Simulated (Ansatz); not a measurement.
**AlN under changes of volume**

One of the cells (9.946 Å³/atom); the others are scaled copies at fixed shape and fractional positions:

```
CELL_PARAMETERS angstrom
3.31212 0.00000 0.00000
-1.65606 2.86838 0.00000
0.00000 0.00000 4.18756
ATOMIC_POSITIONS crystal
Al 0.66667 0.33333 0.25000
Al 0.33333 0.66667 0.75000
N 0.66667 0.33333 0.75000
N 0.33333 0.66667 0.25000
```

Measurements of this composition are mostly on another form, of space group No. 186.

| Quantity | Value |
| --- | --- |
| Program | Ansatz 0.2.0 |
| Functional | LDA |
| Potentials or basis | Ansatz PAW |
| Cutoff | 420 eV (not typed: the program's choice for these potentials) |
| k mesh | 9 × 9 × 7 |
| Occupations | fermi-dirac, width 0.05 eV |
| Spin | no spin polarisation |

```csv
volume (Å³/atom),energy over the lowest point (meV/atom),pressure (GPa),gap on the mesh (eV)
9.349,?,?,?
9.548,0.00,-0.2,3.58
9.747,3.03,-4.7,3.43
9.946,11.37,-8.7,3.28
10.145,24.45,-12.3,3.13
10.344,41.85,-15.6,2.98
10.543,63.14,-18.6,2.84
```

Task: What does the run at 9.349 Å³/atom give?

Result: Energy over the lowest point 2.75 meV/atom; pressure 4.8 GPa; gap on the mesh 3.74 eV.

Worked out: A Birch-Murnaghan fit of order 3 (a polynomial in V^(-2/3)) to the other rows has its minimum at 9.54 Å³/atom, just outside them, with B0 = V·E''(V) = 227 GPa and B' = 3.9 at fixed shape and positions, which overstates the stiffness. It gives 2.81 meV/atom at 9.349 Å³/atom, against the run's 2.75, and -dE/dV = 4.8 GPa, against 4.8. A straight line through the other rows of the gap, of slope -7.49 eV per unit of ln V (its deformation potential), extrapolates to 3.74 eV, against the run's 3.74.

Energies are extrapolated to zero smearing.

Caveats: odd divisions of the mesh miss points on the zone boundary, where band edges often lie, so the gap on the mesh can be too wide; the PAW data sets come from PBE, with cores solved anew for the run's functional, which leaves a small shift of forces and pressure.

A mesh can miss the band edges.
